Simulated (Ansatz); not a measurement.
Vibrational response of GaN at 9 GPa

The calculation used DFT PBE, scalar-relativistic, plane waves, PAW (Ansatz 0.2.0). Cutoff 420 eV, 10×10×10 k-points (Γ-centred), fixed occupations. No spin polarisation. Phonons by linear response, acoustic sum rule imposed.

The cell, relaxed at 9 GPa:
```xyz
2
Lattice="0.0000 2.2388 2.2388 2.2388 0.0000 2.2388 2.2388 2.2388 0.0000" Properties=species:S:1:pos:R:3 pbc="T T T"
Ga    0.0000    0.0000    0.0000
N     3.3582    3.3582    3.3582
```

Other phases may be more stable at this pressure. The run warned that the force constants aren't converged on this k mesh, so the frequencies and all that is formed from them are rough.

Task: Give the high-frequency dielectric tensor ε∞.

Result:
```
5.85 0.00 0.00
0.00 5.85 0.00
0.00 0.00 5.85
```

Task: Give the Born effective charges.

Result:
| atom | Z*xx | Z*yy | Z*zz | mean |
| --- | --- | --- | --- | --- |
| Ga (atom 1) | 2.66 | 2.66 | 2.66 | 2.66 |
| N (atom 2) | -2.66 | -2.66 | -2.66 | -2.66 |

Task: How large is the static dielectric tensor with the ions free to move, and what share of it is ionic?

Result:
```
10.2  0.0  0.0
 0.0 10.2  0.0
 0.0  0.0 10.2
```
The ions give 43 % of its trace.

This zinc-blende form isn't the usual stable structure of the compound at low pressure.

Cost: 1 run of about 1 core-minutes, on Arm Neoverse V1 (shared hosts).